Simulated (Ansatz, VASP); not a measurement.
# Ga2AsP in two plane-wave programs

One calculation is typed for both programs; each brings its own data sets. How far apart do they land? The cell is taken from a series of runs on this material, whose earlier steps may have relaxed, scaled, displaced or heated it; both programs get it as it stands.

Program: Ansatz 0.2.0. Level of theory: plane waves, with VASP 6.6.1 beside it; single point at PBEsol and single point at PBEsol, spin-orbit coupling. Results are calculated unless marked as measured.

### 1. The starting structure

The cell holds 16 atoms: 8 Ga, 4 As and 4 P. Its edges and angles: a = 3.927 Å, b = 3.927 Å, c = 22.153 Å, α = 90.0°, β = 90.0°, γ = 90.0°. It derives from GaAs. The structure's axis is c.

### 2. Ansatz: single point, PBEsol

Ansatz runs on its PAW soft_1 files.

A single point gives forces, pressure and levels at one fixed geometry, so differences don't come from the geometry; what else differs is listed under the comparison.

input.yaml

```yaml
crystal:
  lattice:
    - [3.9267132076, 0.0, 0.0]
    - [0.0, 3.9267132076, 0.0]
    - [0.0, 0.0, 22.1527784716]
  atoms:
    - { symbol: Ga, position: [0.0, 0.0, 0.0299911296] }
    - { symbol: As, position: [0.5, 0.0, 0.0948201336] }
    - { symbol: Ga, position: [0.5, 0.5, 0.1595617726] }
    - { symbol: As, position: [0.0, 0.5, 0.2244072261] }
    - { symbol: Ga, position: [0.0, 0.0, 0.2892532997] }
    - { symbol: As, position: [0.5, 0.0, 0.3540993733] }
    - { symbol: Ga, position: [0.5, 0.5, 0.4189448268] }
    - { symbol: As, position: [0.0, 0.5, 0.4836864657] }
    - { symbol: Ga, position: [0.0, 0.0, 0.5485154698] }
    - { symbol: P, position: [0.5, 0.0, 0.6086973828] }
    - { symbol: Ga, position: [0.5, 0.5, 0.668944743] }
    - { symbol: P, position: [0.0, 0.5, 0.7290964393] }
    - { symbol: Ga, position: [0.0, 0.0, 0.7892532997] }
    - { symbol: P, position: [0.5, 0.0, 0.84941016] }
    - { symbol: Ga, position: [0.5, 0.5, 0.9095618564] }
    - { symbol: P, position: [0.0, 0.5, 0.9698092166] }
kpoints:
  mp_grid: { grid: [6, 6, 2] }
  band_path:
    path:
      - [[0.0, 0.0, 0.0], [0.0, 0.5, 0.0], [0.5, 0.5, 0.0], [0.0, 0.0, 0.0], [0.0, 0.0, 0.5], [0.0, 0.5, 0.5], [0.5, 0.5, 0.5], [0.0, 0.0, 0.5]]
      - [[0.0, 0.5, 0.0], [0.0, 0.5, 0.5]]
      - [[0.5, 0.5, 0.0], [0.5, 0.5, 0.5]]
    npoints: 10
hamiltonian:
  xc: pbesol
  pseudopotentials: { kind: paw, azcp: { folder: soft_1 }, xc_functional: pbe }
scf:
  occupations: { method: fermi_dirac, width: 0.02 }
  n_extra_bands: 9
output:
  eigenvalues: true
  forces: true
  stress: true
  write_density: true
  write_potential: true
  elf: true
  volumetric_format: npy
```

Started as:

```sh
> ansatz run input.yaml --threads 8 --pin off --max-ram 17510MiB --backend cpu --events-out ev --progress --plain --runs-dir out
```

Numbers of over 12 decimals in the logs are rounded to 6 here.

What it wrote:

```text
scf.n_extra_bands = 9 over 92 filled bands (N_el = 184.0): the run solves 101 bands
Engine: ansatz 0.2.0, aarch64-unknown-linux-gnu
Pseudopotentials: kind: paw
Pseudopotential: Ga, paw, valence charge 13, recommended cutoff 420 eV (normal), soft_1/Ga.paw.azcp
Pseudopotential: As, paw, valence charge 15, recommended cutoff 420 eV (normal), soft_1/As.paw.azcp
Pseudopotential: P, paw, valence charge 5, recommended cutoff 420 eV (normal), soft_1/P.paw.azcp
Functional definition: PBEsol
  exchange = pbesol_x
  correlation = pbesol_c
Crystal: 16 atoms, lattice volume = 341.575 Å³
Basis set: ecut = 420 eV, 6707 PW (Γ), exchange–correlation on 54×54×300 points (8 copies of the dense FFT grid, shifted against one another)
Bands: 101, of which v1, the nominal top of the filled ones, is band 92 counted from 1 (91 counted from 0)
Symmetry: 8 space group operations
Space group: P-4m2 (ITA 115), of the structure as read, at distance tolerance 7.0e-5 Å
k-points: 20 of 72
Non-local potential: Ga, projectors of the file, l = 0: 2, l = 1: 2, l = 2: 3, l = 3: 1
Non-local potential: As, projectors of the file, l = 0: 2, l = 1: 2, l = 2: 3, l = 3: 1
Non-local potential: P, projectors of the file, l = 0: 2, l = 1: 2, l = 2: 1
PAW form: soft (Blöchl's): semilocal exchange-correlation on the pseudo side does not see the compensation charge
PAW frozen core: Ga, regenerated for the run's functional, and the local potential with it (the file was generated under x = pbe(κ = 0.804, μ = 0.219515), c = pbe(β = 0.066725))
PAW frozen core: As, regenerated for the run's functional, and the local potential with it (the file was generated under x = pbe(κ = 0.804, μ = 0.219515), c = pbe(β = 0.066725))
PAW frozen core: P, regenerated for the run's functional, and the local potential with it (the file was generated under x = pbe(κ = 0.804, μ = 0.219515), c = pbe(β = 0.066725))
PAW one-centre angular grid: Ga, 590 points (default); XC on 64 Gauss nodes
PAW one-centre angular grid: As, 590 points (default); XC on 64 Gauss nodes
PAW one-centre angular grid: P, 110 points (default); XC on 64 Gauss nodes
Initial density: superposition of atomic densities (chi_scale 0.1, normalization cell, long waves 33 % of neutral atoms (reshape's long-wave potential 1.33 eV rms, cloud 2.41 Å wide))
Initial wavefunctions: pseudopotential atomic-orbital guess
Functional: x = pbesol(κ = 0.804, μ = 0.123457), c = pbesol(β = 0.046)
SCF iter   1: F=—  HF=-52165.384253 eV  |F-HF|=—  |Δ(HF+E_count)|=         —  Δρ=4.42e-2  dr2=1.83e1  ethr=3.10e-3  ⟨swp⟩=7.0  Hψ=8227  notcnv=0
preconditioner: auto → Resta (q_TF=auto, 2.461 Å⁻¹)  ε∞=4.5  [insulator: Δε(μ)=0.090 eV  Ē_g=12.931 eV  σ=0.020 eV  W_gap=0.80  n_scr=96 (ndim 8)  ℏωp=24.1 eV  f_vac=0.000  D(μ)=1.68/eV (n_scr^D=6)  ε∞_Penn≈4.5]
SCF iter   2: F=—  HF=-52163.985550 eV  |F-HF|=—  |Δ(HF+E_count)|=    1.40e0  Δρ=2.57e-2  dr2=1.97e0  ethr=3.10e-3  ⟨swp⟩=2.4  Hψ=2609  notcnv=0  defer=40
SCF iter   3: F=—  HF=-52163.621411 eV  |F-HF|=—  |Δ(HF+E_count)|=   3.64e-1  Δρ=6.92e-3  dr2=5.64e-1  ethr=1.07e-3  ⟨swp⟩=2.0  Hψ=2593  notcnv=0  defer=47
SCF iter   4: F=—  HF=-52163.561666 eV  |F-HF|=—  |Δ(HF+E_count)|=   5.97e-2  Δρ=2.07e-3  dr2=6.38e-2  ethr=3.07e-4  ⟨swp⟩=3.4  Hψ=3135  notcnv=0  defer=47
SCF iter   5: F=—  HF=-52163.561901 eV  |F-HF|=—  |Δ(HF+E_count)|=   2.35e-4  Δρ=1.68e-3  dr2=1.56e-2  ethr=3.47e-5  ⟨swp⟩=3.1  Hψ=4110  notcnv=0  defer=43
SCF iter   6: F=—  HF=-52163.557867 eV  |F-HF|=—  |Δ(HF+E_count)|=   4.03e-3  Δρ=3.21e-4  dr2=5.06e-4  ethr=8.50e-6  ⟨swp⟩=2.5  Hψ=3591  notcnv=0  defer=43
SCF iter   7: F=—  HF=-52163.558030 eV  |F-HF|=—  |Δ(HF+E_count)|=   1.64e-4  Δρ=9.27e-5  dr2=8.34e-5  ethr=2.75e-7  ⟨swp⟩=2.0  Hψ=3817  notcnv=0  defer=43
SCF iter   8: F=—  HF=-52163.558107 eV  |F-HF|=—  |Δ(HF+E_count)|=   7.61e-5  Δρ=4.51e-5  dr2=1.37e-5  ethr=4.53e-8  ⟨swp⟩=2.0  Hψ=3852  notcnv=0  defer=43
SCF iter   9: F=—  HF=-52163.558111 eV  |F-HF|=—  |Δ(HF+E_count)|=   4.97e-6  Δρ=9.08e-6  dr2=2.97e-7  ethr=7.46e-9  ⟨swp⟩=2.0  Hψ=3818  notcnv=0  defer=43
SCF iter  10: F=-52163.558112 eV  HF=-52163.558112 eV  |F-HF|=1.65e-8  |Δ(HF+E_count)|=   2.87e-7  Δρ=4.09e-6  dr2=3.56e-8  ethr=5.43e-11  ⟨swp⟩=18.2  Hψ=17649  notcnv=0
SCF 1 converged in 10 iterations: F = -52163.558112 eV  dr2 = 3.56e-8
  greatest PAW one-centre occupation: 0.999 electrons in one spin orbital (limit 2), on the As atom at site 5 (counted from 0), in its partial waves of l = 2
NSCF: frozen V_eff on 93 k-points
SCF converged after 10 iterations
Free energy (F): -52163.558112 eV
Harris-Foulkes:  -52163.558112 eV  (|F-HF|=1.65e-8)
Internal energy: -52163.558112 eV  (E = F + TS)
E sigma→0 (E₀):  -52163.558112 eV
Fermi energy:    8.027384 eV
--- Per-component energies (eV) ---
  E_band       = -1536.071516
  E_kinetic    = 1562.465940
  E_local      = -27626.346622  (includes V_loc(G=0)·N_el)
  E_nonlocal   = -2173.127059
  E_hartree    = 15716.690442
  E_xc         = -1072.154157
  E_vxc        = -988.942141  (∫ρ·V_xc dr)
  E_paw        = -25675.612594  (= ΣΔE_a)
  E_vpaw       = -3743.509142  (= ΣTr[D̂ρ^β])
  E_aug_tail   = -0.001638  (compensation charges beyond the density's cutoff)
  E_ewald      = -12906.426361
  E_core_change = 10.953938  (= ΣΔE_core)
  E_smearing   = -0.000000  (= −TS)
  E_closure    = 0.000000  (closes the sum)
  Σ components = -52163.558112   (vs F -52163.558112, Δ=0.00e0)
--- Forces (eV/Å), atoms counted from 1 ---
  atom   1  Ga    -0.00000000    -0.00000000    -0.00035861
  atom   2  As    -0.00000000     0.00000000     0.00065908
  atom   3  Ga    -0.00000000     0.00000000    -0.00014765
  atom   4  As    -0.00000000    -0.00000000     0.00024327
  atom   5  Ga    -0.00000000    -0.00000000     0.00000000
  atom   6  As    -0.00000000     0.00000000    -0.00024327
  atom   7  Ga    -0.00000000     0.00000000     0.00014765
  atom   8  As    -0.00000000    -0.00000000    -0.00065908
  atom   9  Ga    -0.00000000    -0.00000000     0.00035861
  atom  10  P     -0.00000000    -0.00000000    -0.00099421
  atom  11  Ga    -0.00000000     0.00000000     0.00030350
  atom  12  P     -0.00000000     0.00000000    -0.00032849
  atom  13  Ga    -0.00000000     0.00000000     0.00000000
  atom  14  P     -0.00000000     0.00000000     0.00032849
  atom  15  Ga    -0.00000000     0.00000000    -0.00030350
  atom  16  P     -0.00000000     0.00000000     0.00099421
  max |Σ_I F_I| component: 9.38e-16 eV/Å
--- Stress (GPa, compression-positive) ---
       -0.004683       0.000000       0.000000
        0.000000      -0.004683       0.000000
        0.000000       0.000000      -0.002068
  P = ⅓ Tr σ = -0.0038 GPa (-0.038 kbar)
--- Band table (eV; the first three rows and the last of 20) ---
  k-point 0: bands = [... 88 lower, 6.8363, 7.4436, 7.5224, 7.5224, 8.5178, 8.6723, 8.6733, 8.9321, ... 5 higher]
  k-point 1: bands = [... 88 lower, 7.1220, 7.1220, 7.4348, 7.4348, 8.6591, 8.6689, 8.9878, 9.0890, ... 5 higher]
  k-point 2: bands = [... 88 lower, 6.8536, 6.9513, 6.9594, 7.4291, 9.0018, 9.3340, 9.4527, 9.4901, ... 5 higher]
  k-point 19: bands = [... 88 lower, 4.6117, 4.6357, 4.6696, 4.6696, 9.1293, 9.1293, 9.2634, 9.2634, ... 5 higher]
```

In the SCF lines HF is the Harris–Foulkes energy and dr2 the Hartree energy of the density residual, in eV; the loop may stop once dr2 is under the threshold and the program's other checks hold. Hψ counts applications of the Hamiltonian.

### 3. VASP: single point, PBEsol

The same cell, functional, mesh and smearing now go to VASP, with its own data sets.

Lines of VASP's logs that name or quote its potential files are left out, and so is its time.

INCAR

```
SYSTEM = Ga2AsP
PREC = Accurate
ENCUT = 500
EDIFF = 1E-06
NELM = 120
ISMEAR = -1
SIGMA = 0.02
LREAL = .FALSE.
ALGO = Normal
GGA = PS
NBANDS = 89
LORBIT = 11
LWAVE = .FALSE.
LCHARG = .FALSE.
ISIF = 2
LASPH = .TRUE.
GGA_COMPAT = .FALSE.
EFERMI = MIDGAP
KPAR = 4
```

POSCAR

```
Ga2AsP
1.0
    3.9267132076      0.0000000000      0.0000000000
    0.0000000000      3.9267132076      0.0000000000
    0.0000000000      0.0000000000     22.1527784716
Ga As P
8 4 4
Direct
    0.0000000000      0.0000000000      0.0299911296
    0.5000000000      0.5000000000      0.1595617726
    0.0000000000      0.0000000000      0.2892532996
    0.5000000000      0.5000000000      0.4189448268
    0.0000000000      0.0000000000      0.5485154698
    0.5000000000      0.5000000000      0.6689447429
    0.0000000000      0.0000000000      0.7892532996
    0.5000000000      0.5000000000      0.9095618564
    0.5000000000      0.0000000000      0.0948201336
    0.0000000000      0.5000000000      0.2244072260
    0.5000000000      0.0000000000      0.3540993733
    0.0000000000      0.5000000000      0.4836864657
    0.5000000000      0.0000000000      0.6086973828
    0.0000000000      0.5000000000      0.7290964393
    0.5000000000      0.0000000000      0.8494101600
    0.0000000000      0.5000000000      0.9698092166
```

KPOINTS

```
Automatic mesh
0
Gamma
6 6 2
0 0 0
```

PAW data sets: Ga_d, As and P (PBE family, release 64).

Started as:

```sh
> mpirun -np 4 vasp_std
```

What it wrote:

```text
[banner, memory and clock lines left out]
running    4 mpi-ranks, on    1 nodes
 distrk:  each k-point on    1 cores,    4 groups
 distr:  one band on    1 cores,    1 groups

 POSCAR found type information on POSCAR GaAsP
 POSCAR found :  3 types and      16 ions
|                                                                             |
|               ----> ADVICE to this user running VASP <----                  |
|                                                                             |
|     You enforced a specific xc type in the INCAR file but a different       |
|     [... a line on the potential file left out ...]
|     I HOPE YOU KNOW WHAT YOU ARE DOING!                                     |
|                                                                             |

 LDA part: xc-table for (Slater+PW92), standard interpolation
 POSCAR, INCAR and KPOINTS ok, starting setup
 FFT: planning ... GRIDC
 FFT: planning ... GRID_SOFT
 FFT: planning ... GRID
 WAVECAR not read
 entering main loop
       N       E                     dE             d eps       ncg     rms          rms(c)
DAV:   1     0.150808550589E+04    0.15081E+04   -0.58616E+04  3904   0.231E+03
DAV:   2     0.257068023127E+03   -0.12510E+04   -0.11955E+04  3616   0.676E+02
DAV:   3    -0.494739866790E+02   -0.30654E+03   -0.28846E+03  4405   0.214E+02
DAV:   4    -0.760596180316E+02   -0.26586E+02   -0.26102E+02  4106   0.610E+01
DAV:   5    -0.778022443102E+02   -0.17426E+01   -0.17346E+01  4973   0.163E+01    0.103E+01
DAV:   6    -0.761514678523E+02    0.16508E+01   -0.32250E+00  5205   0.152E+01    0.590E+00
DAV:   7    -0.758974762736E+02    0.25399E+00   -0.16549E+00  4256   0.433E+00    0.161E+00
DAV:   8    -0.758874981308E+02    0.99781E-02   -0.34153E-01  4223   0.484E+00    0.372E-01
DAV:   9    -0.758873521281E+02    0.14600E-03   -0.47433E-02  4414   0.284E+00    0.140E-01
DAV:  10    -0.758882325344E+02   -0.88041E-03   -0.12111E-02  4475   0.129E+00    0.112E-01
DAV:  11    -0.758885272473E+02   -0.29471E-03   -0.28446E-03  4499   0.298E-01    0.623E-02
DAV:  12    -0.758887112593E+02   -0.18401E-03   -0.42701E-04  4206   0.338E-01    0.298E-02
DAV:  13    -0.758886951297E+02    0.16130E-04   -0.15900E-04  4204   0.223E-01    0.999E-03
DAV:  14    -0.758887008422E+02   -0.57125E-05   -0.58035E-05  4990   0.325E-02    0.114E-02
DAV:  15    -0.758887012043E+02   -0.36216E-06   -0.52028E-06  3831   0.228E-02
   1 F= -.75888701E+02 E0= -.75888701E+02  d E =-.577723E-12
```

From OUTCAR (step 3):

```text
ion  position               nearest neighbor table
   1  0.000  0.000  0.030-  16 2.37  16 2.37   9 2.43   9 2.43
   2  0.500  0.500  0.160-   9 2.43   9 2.43  10 2.43  10 2.43
   3  0.000  0.000  0.289-  10 2.43  10 2.43  11 2.43  11 2.43
   4  0.500  0.500  0.419-  12 2.43  12 2.43  11 2.43  11 2.43
   5  0.000  0.000  0.549-  13 2.37  13 2.37  12 2.43  12 2.43
   6  0.500  0.500  0.669-  14 2.37  14 2.37  13 2.37  13 2.37
   7  0.000  0.000  0.789-  14 2.37  14 2.37  15 2.37  15 2.37
   8  0.500  0.500  0.910-  15 2.37  15 2.37  16 2.37  16 2.37
   9  0.500  0.000  0.095-   2 2.43   2 2.43   1 2.43   1 2.43
  10  0.000  0.500  0.224-   2 2.43   2 2.43   3 2.43   3 2.43
  11  0.500  0.000  0.354-   4 2.43   4 2.43   3 2.43   3 2.43
  12  0.000  0.500  0.484-   4 2.43   4 2.43   5 2.43   5 2.43
  13  0.500  0.000  0.609-   5 2.37   5 2.37   6 2.37   6 2.37
  14  0.000  0.500  0.729-   6 2.37   6 2.37   7 2.37   7 2.37
  15  0.500  0.000  0.849-   8 2.37   8 2.37   7 2.37   7 2.37
  16  0.000  0.500  0.970-   1 2.37   1 2.37   8 2.37   8 2.37

  LATTYP: Found a simple tetragonal cell.
 ALAT       =     3.9267132076
 C/A-ratio  =     5.6415575318

 Subroutine GETGRP returns: Found  8 space group operations
 (whereof  4 operations were pure point group operations)

The static configuration has the point symmetry C_2v.
 The point group associated with its full space group is D_2d.

 Found     20 irreducible k-points:

   k-points           NKPTS =     20   k-points in BZ     NKDIM =     20   number of bands    NBANDS=     89

   dimension x,y,z NGX =    30 NGY =   30 NGZ =  162
   dimension x,y,z NGXF=    60 NGYF=   60 NGZF=  324

   ENCUT  =  500.0 eV  36.75 Ry    6.06 a.u.   7.16  7.16 40.39*2*pi/ulx,y,z

   NELECT =     144.0000    total number of electrons

 k-points in reciprocal lattice and weights: Automatic mesh
   0.00000000  0.00000000  0.00000000       0.014
   0.16666667  0.00000000  0.00000000       0.056
   0.33333333  0.00000000  0.00000000       0.056
   0.50000000  0.00000000  0.00000000       0.028
   0.16666667  0.16666667  0.00000000       0.056
   0.33333333  0.16666667  0.00000000       0.111
   0.50000000  0.16666667  0.00000000       0.056
   0.33333333  0.33333333  0.00000000       0.056
   0.50000000  0.33333333  0.00000000       0.056
[...]
0.50000000  0.33333333  0.50000000       0.056
   0.50000000  0.50000000  0.50000000       0.014

 average (electrostatic) potential at core
       1 -65.7191       2 -65.6859       3 -65.6840       4 -65.6859       5 -65.7191
       6 -65.7512       7 -65.7531       8 -65.7512       9 -49.6431      10 -49.6495
      11 -49.6495      12 -49.6431      13 -83.9656      14 -83.9558      15 -83.9558
      16 -83.9656

 E-fermi :   4.7716

 k-point     1 :       0.0000    0.0000    0.0000
  band No.  band energies     occupation
    ...
     68       3.5819      2.00000
     69       3.5819      2.00000
     70       4.1900      2.00000
     71       4.2700      2.00000
     72       4.2700      2.00000
     73       5.2731      0.00000
     74       5.4178      0.00000
     75       5.4179      0.00000
     76       5.6754      0.00000
     77       5.8909      0.00000
    ...

 k-point     2 :       0.1667    0.0000    0.0000
  band No.  band energies     occupation
    ...
     68       3.5008      2.00000
     69       3.5995      2.00000
     70       3.6970      2.00000
     71       3.7051      2.00000
     72       4.1767      2.00000
     73       5.7472      0.00000
     74       6.0792      0.00000
     75       6.2025      0.00000
     76       6.2386      0.00000
     77       6.3109      0.00000
    ...

 k-point     3 :       0.3333    0.0000    0.0000
  band No.  band energies     occupation
    ...
     68       3.0609      2.00000
     69       3.0636      2.00000
     70       3.2810      2.00000
     71       3.5400      2.00000
     72       3.8513      2.00000
     73       5.8839      0.00000
     74       5.9020      0.00000
     75       6.1060      0.00000
     76       6.1146      0.00000
     77       6.2961      0.00000
    ...

  Total        0.2659818      0.2659818      0.2822383      0.0000000      0.0000000      0.0000000
  in kB        1.2476015      1.2476015      1.3238534      0.0000000      0.0000000      0.0000000
  external PRESSURE =       1.2730188 kB  Pullay stress =       0.0000000 kB

  energy-cutoff  :      500.00
  volume of cell :      341.58
      direct lattice vectors                 reciprocal lattice vectors
     3.926713208  0.000000000  0.000000000     0.254665912  0.000000000  0.000000000
     0.000000000  3.926713208  0.000000000     0.000000000  0.254665912  0.000000000
     0.000000000  0.000000000 22.152778472     0.000000000  0.000000000  0.045141064

 POSITION                                       TOTAL-FORCE (eV/Angst)
 -----------------------------------------------------------------------------------
      0.00000      0.00000      0.66439         0.000000      0.000000     -0.018232
      1.96336      1.96336      3.53474         0.000000      0.000000     -0.000395
      0.00000      0.00000      6.40776         0.000000      0.000000      0.000000
      1.96336      1.96336      9.28079         0.000000      0.000000      0.000395
      0.00000      0.00000     12.15114         0.000000      0.000000      0.018232
      1.96336      1.96336     14.81898         0.000000      0.000000      0.000765
      0.00000      0.00000     17.48415         0.000000      0.000000      0.000000
      1.96336      1.96336     20.14932         0.000000      0.000000     -0.000765
      1.96336      0.00000      2.10053         0.000000      0.000000     -0.000383
      0.00000      1.96336      4.97124         0.000000      0.000000      0.000242
      1.96336      0.00000      7.84428         0.000000      0.000000     -0.000242
      0.00000      1.96336     10.71500         0.000000      0.000000      0.000383
      1.96336      0.00000     13.48434         0.000000      0.000000     -0.000071
      0.00000      1.96336     16.15151         0.000000      0.000000     -0.000338
      1.96336      0.00000     18.81680         0.000000      0.000000      0.000338
      0.00000      1.96336     21.48397         0.000000      0.000000      0.000071
 -----------------------------------------------------------------------------------
    total drift:                                0.000000      0.000000     -0.001770

  FREE ENERGIE OF THE ION-ELECTRON SYSTEM (eV)
  ---------------------------------------------------
  free  energy   TOTEN  =       -75.8887012043 eV

  energy  without entropy=      -75.8887012043  energy(sigma->0) =      -75.88870120

 total charge
# of ion       s       p       d       tot
------------------------------------------
    1        0.873   0.829  10.003  11.705
    2        0.882   0.824   9.998  11.704
    3        0.883   0.823   9.998  11.703
    4        0.882   0.824   9.998  11.704
    5        0.873   0.829  10.003  11.705
    6        0.864   0.834  10.009  11.707
    7        0.863   0.835  10.009  11.707
    8        0.864   0.834  10.009  11.707
    9        1.209   1.610   0.032   2.851
   10        1.210   1.606   0.033   2.849
   11        1.210   1.606   0.033   2.849
   12        1.209   1.610   0.032   2.851
   13        1.020   1.495   0.000   2.514
   14        1.019   1.498   0.000   2.517
   15        1.019   1.498   0.000   2.517
   16        1.020   1.495   0.000   2.514
--------------------------------------------------
tot         15.898  19.049  80.157 115.104

[... 3 further parts left out ...]
```

The run ends at a pressure of 0.13 GPa, with forces up to 0.018 eV/Å.

(Part 1 of 2 ends here.)

[Lines on the potential files, build, host, timing and source positions are cut from VASP's logs without a mark.]

[Logs are printed without paths, hosts, clocks, repeated set-up lines and the standing remarks that a program may print on its own settings, such as how far it seeks lower states.]

[Hosts, paths, dates, database ids (printed as entryN), source tags and the programs' standing remarks are cut or masked in the printed files.]
